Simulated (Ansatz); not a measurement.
# Bi2Se3 (Paraguanajuatite) (R-3m) in Ansatz: single point with HF

Aim: the single point of Bi2Se3 (Paraguanajuatite) with HF.

All numbers are computed with Ansatz 0.2.0; they aren't measurements. Logs are shortened: lines on timing, memory, paths and dates and some standing lists are left out, and cuts for length are marked.

**1. Starting point**

It takes space group R-3m (No. 166, trigonal). Conventional cell: a = 4.143 Å, b = 4.143 Å, c = 28.636 Å, α = 90.00°, β = 90.00°, γ = 120.00°. Bi (site symmetry 3m) has 6 Se at 2.85 to 3.07 Å as nearest neighbours. Se (site symmetry 3m) has 3 Bi at 2.85 Å as nearest neighbours. Se (site symmetry -3m) is surrounded by 6 Bi at 3.07 Å.

**2. Single point, HF**

input.yaml

```yaml
crystal:
  lattice:
    - [2.0715, 1.1959810826, 9.5453333333]
    - [-2.0715, 1.1959810826, 9.5453333333]
    - [0.0, -2.3919621653, 9.5453333333]
  atoms:
    - { symbol: Bi, position: [0.5992, 0.5992, 0.5992] }
    - { symbol: Bi, position: [0.4008, 0.4008, 0.4008] }
    - { symbol: Se, position: [0.7883, 0.7883, 0.7883] }
    - { symbol: Se, position: [0.2117, 0.2117, 0.2117] }
    - { symbol: Se, position: [0.0, 0.0, 0.0] }
hamiltonian:
  xc: hf
  pseudopotentials: { kind: paw }
kpoints:
  mp_grid: { grid: [4, 4, 4] }
scf:
  occupations: { method: fermi_dirac, width: 0.05 }
output:
  forces: true
  stress: true
  eigenvalues: true
```

Potentials or basis: Ansatz PAW.

Started as:

```bash
> ansatz run input.yaml --threads 2 --pin off --max-ram 5632MiB --backend cpu --events-out ev --progress --plain --runs-dir out
```

Output:

```text
Warning: output.stress: scf.convergence.dr2_threshold = 1e-7 eV (the SCF's general default) is looser than the 5e-10 eV advised for a printed stress (1e-10 eV for each atom of the cell: 5). What an SCF threshold leaves in a stress goes as its square root, and in the free energy as the threshold itself, and one threshold admits the most on a small cell: of the crystals measured, under no hybrid functional and no lock of the moments, on runs that ended without the residual-converged pass, on stresses that held no estimate of that error, the worst erred by over 100 MPa in a component at 1e-7 eV an atom and by under 5 at 1e-10. Set scf.convergence.dr2_threshold to 5e-10 eV or tighter. The threshold is an SCF's pass mark: one that does not reach it within its budget of iterations ends unconverged, or closes short of it on a stop that the run arms, and scf.convergence.dr2_threshold's page says what that costs each kind of run
Warning: output.stress: scf.exx.energy_threshold = 1e-6 eV is looser than the 5e-8 eV advised for a stress under a hybrid functional (1e-8 eV for each atom of the cell: 5). Every SCF of the exchange loop can meet its threshold on dr2 while the loop round them stops early: no threshold on dr2 bounds what that leaves in the stress. Set scf.exx.energy_threshold to 5e-8 eV or tighter. The threshold is the loop's pass mark: a loop that does not reach it within its budget of cycles ends unconverged, and scf.exx.energy_threshold's page has the law
Warning: RAYON_NUM_THREADS=2 ignored (pool sized by the plan → 2); use --threads N
basis.fft_grid_basis auto: the FFT boxes are laid along the combinations [[1, 0, -1], [0, 1, -1], [0, 0, 1]] of the cell's own vectors, 4.143, 4.143 and 9.840 Å long. The dense box has 30×30×72 points. Along the cell's own vectors, as sized, it would have 72×72×72, 5.76 times as many. Of the 12 symmetry operations that the crystal satisfies within crystal.symmetry.tolerance (time reversal apart; of a slab, those that keep its plane) the dense box along the cell's own vectors carries 12, and the one as laid loses 8 of those. basis.fft_grid_basis: typed keeps the cell's own vectors: state it where this run's energies or levels are differenced outside the engine with another run's, or held beside a run that keeps those vectors.
Engine: ansatz 0.2.0, aarch64-unknown-linux-gnu
Pseudopotentials: kind: paw
Pseudopotential: Bi, paw, valence charge 15, recommended cutoff 420 eV (normal), Bi.paw.azcp
Pseudopotential: Se, paw, valence charge 16, recommended cutoff 420 eV (normal), Se.paw.azcp
Functional definition: HF
  exchange = exact_x
  correlation = 0
Crystal: 5 atoms, lattice volume = 141.890 Å³
Basis set: ecut = 420 eV, 2743 PW (Γ), FFT grids on a1−a3, a2−a3, a3
Bands: 47, of which v1, the nominal top of the filled ones, is band 39 counted from 1 (38 counted from 0)
Symmetry: 12 space group operations
Space group: R-3m (ITA 166), of the structure as read, at distance tolerance 5.2e-5 Å
k-points: 13 of 64
Non-local potential: Bi, projectors of the file, l = 0: 2, l = 1: 2, l = 2: 2, l = 3: 2
Non-local potential: Se, projectors of the file, l = 0: 2, l = 1: 2, l = 2: 3, l = 3: 1
PAW form: soft (Blöchl's): semilocal exchange-correlation on the pseudo side does not see the compensation charge
PAW frozen core: Bi, regenerated for the run's functional, and the local potential with it (the file was generated under x = pbe(κ = 0.804, μ = 0.2195149727645171), c = pbe(β = 0.06672455060314922))
PAW frozen core: Se, regenerated for the run's functional, and the local potential with it (the file was generated under x = pbe(κ = 0.804, μ = 0.2195149727645171), c = pbe(β = 0.06672455060314922))
PAW one-centre angular grid: Bi, 590 points (default); XC on 64 Gauss nodes
PAW one-centre angular grid: Se, 590 points (default); XC on 64 Gauss nodes
[... 103 lines left out ...]
  E_kinetic    = 942.181199
  E_local      = -10325.361324  (includes V_loc(G=0)·N_el)
  E_nonlocal   = -684.673360
  E_hartree    = 4615.677730
  E_xc         = 0.000000
  E_vxc        = 0.000000  (∫ρ·V_xc dr)
  E_exx        = -1231.792633  (= α·E_x^exact, valence–valence)
  E_paw        = -26041.689358  (= ΣΔE_a)
  E_vpaw       = 1159.513710  (= ΣTr[D̂ρ^β])
  E_aug_tail   = -0.002797  (compensation charges beyond the density's cutoff)
  E_ewald      = -8074.376580
  E_core_change = -9.799388  (= ΣΔE_core)
  E_smearing   = -0.000000  (= −TS)
  E_closure    = 0.000007  (closes the sum)
  Σ components = -40809.836505   (vs F -40809.836505, Δ=0.00e0)
--- Forces (eV/Å), atoms counted from 1 ---
  atom   1  Bi     0.00000000     0.00000000    -0.60566408
  atom   2  Bi     0.00000000    -0.00000000     0.60566408
  atom   3  Se     0.00000000     0.00000000    -0.79309424
  atom   4  Se     0.00000000    -0.00000000     0.79309424
  atom   5  Se    -0.00000000     0.00000000    -0.00000000
  max |Σ_I F_I| component: 5.26e-31 eV/Å
--- Stress (GPa, compression-positive) ---
        4.939891       0.000000       0.000000
        0.000000       4.939891      -0.000000
        0.000000      -0.000000       4.993275
  P = ⅓ Tr σ = 4.9577 GPa (49.577 kbar)
--- Band table (eV; the first three rows and the last of 13) ---
  k-point 0: bands = ["-55.1030", "-55.1030", "-55.1028", "-55.1028", "-55.0855", "-55.0855", "-55.0850", "-55.0850", "-55.0734", "-55.0732", "-54.7400", "-54.7339", "-54.7339", "-54.6975", "-54.6975", "-23.7346", "-23.7346", "-23.7297", "-23.7297", "-23.6471", "-23.6460", "-23.6460", "-23.6449", "-23.6435", "-23.6435", "-12.6458", "-11.5501", "-10.5309", "-5.0229", "-3.6989", "4.6054", "4.6054", "4.6982", "4.6982", "4.7360", "4.7649", "5.4946", "5.4946", "7.8011", "12.9884", "13.9826", "13.9826", "15.1116", "15.8938", "15.8938", "19.4145", "20.7502"]
  k-point 1: bands = ["-55.1031", "-55.1030", "-55.1028", "-55.1027", "-55.0855", "-55.0855", "-55.0850", "-55.0849", "-55.0733", "-55.0732", "-54.7400", "-54.7339", "-54.7338", "-54.6975", "-54.6974", "-23.7535", "-23.7462", "-23.7277", "-23.7230", "-23.6516", "-23.6487", "-23.6406", "-23.6380", "-23.6374", "-23.6343", "-11.8681", "-10.9240", "-10.0762", "-5.6027", "-4.6138", "1.6110", "2.2234", "2.8782", "3.2534", "4.0815", "5.3800", "5.4547", "5.8014", "7.0143", "14.0133", "14.9308", "15.0454", "15.9444", "16.4304", "17.6427", "18.0085", "19.8854"]
  k-point 2: bands = ["-55.1030", "-55.1030", "-55.1028", "-55.1027", "-55.0855", "-55.0854", "-55.0850", "-55.0848", "-55.0732", "-55.0731", "-54.7400", "-54.7339", "-54.7337", "-54.6974", "-54.6973", "-23.7729", "-23.7633", "-23.7242", "-23.7178", "-23.6568", "-23.6537", "-23.6327", "-23.6307", "-23.6279", "-23.6242", "-10.2748", "-10.0147", "-9.9895", "-6.7208", "-6.0787", "-0.3847", "2.5210", "2.6156", "2.6859", "3.1075", "3.3339", "4.3869", "5.4504", "6.9403", "13.6035", "14.6757", "16.1660", "16.4265", "17.2106", "17.9153", "17.9579", "20.0796"]
  k-point 12: bands = ["-55.1031", "-55.1031", "-55.1027", "-55.1027", "-55.0855", "-55.0855", "-55.0850", "-55.0850", "-55.0734", "-55.0732", "-54.7400", "-54.7339", "-54.7339", "-54.6975", "-54.6975", "-23.7345", "-23.7345", "-23.7298", "-23.7298", "-23.6469", "-23.6461", "-23.6461", "-23.6451", "-23.6433", "-23.6433", "-12.3993", "-12.0911", "-10.0830", "-5.7400", "-2.9474", "3.4545", "4.4493", "4.4493", "5.0568", "5.0568", "5.2685", "5.2685", "6.3842", "7.1607", "13.3071", "14.3793", "14.3793", "14.9126", "15.3718", "15.3718", "19.3055", "20.3286"]
```

It took 2.7 min on 2 threads of Arm Neoverse V1, shared host; peak memory 2.6 GiB.

Results:

| Item | Value |
| --- | --- |
| Free energy | -40809.8365 eV |
| Pressure | 5.0 GPa |
| Largest force | 0.793 eV/Å |
| Band gap on the k mesh | 5.19 eV, direct |

Forces in eV/Å, atoms in the order of the input:
```
Bi   0.000  0.000 -0.606
Bi   0.000  0.000  0.606
Se   0.000  0.000 -0.793
Se   0.000  0.000  0.793
Se   0.000  0.000  0.000
```

Caveat: the k mesh is coarse (spacing up to 0.44 Å⁻¹), so the values aren't converged, least of all with exact exchange; spin-orbit coupling is left out, which as a rule narrows the gap of such compounds by several tenths of an eV; the PAW data sets come from PBE, with cores solved anew for the run's functional, which leaves a small shift of forces and pressure; the thresholds are loose for stress. A k mesh can miss the band edges.
